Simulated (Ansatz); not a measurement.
Calculated with Ansatz (gas phase, PBE0-D4/def2-TZVP geometries, no zero-point term in ΔE). CBS: MP2 limit from def2 TZ/QZ plus the TZ coupled-cluster correction, frozen cores. One conformer a species, not always the lowest.

Reaction (ligand exchange at the Si–C bond): `C[SiH2]C1N=CO1` + `CC(=O)O` → `C[SiH2]OC(C)=O` + `C1=NCO1`

```csv
species,CCSD(T)/CBS(def2) energy (Eh)
`C[SiH2]C1N=CO1`,-537.26678
`CC(=O)O`,-228.87529
`C[SiH2]OC(C)=O`,-558.46545
`C1=NCO1`,-207.71182
```

(1) Work out ΔE.

Largest T1 diagnostic among the species: 0.015.

## Answers

(1) ΔE = (-558.46545) + (-207.71182) − (-537.26678) − (-228.87529) = -0.03520 Eh = -0.96 eV.

From PBE to PBE0 (25 % exact exchange), in def2-TZVPP and without D4, ΔE moves by −0.07 eV. In def2-TZVPP, CCSD(T) changes the Hartree–Fock value by +0.21 eV (the triples alone add +0.03 eV) and MP2 by +0.22 eV.
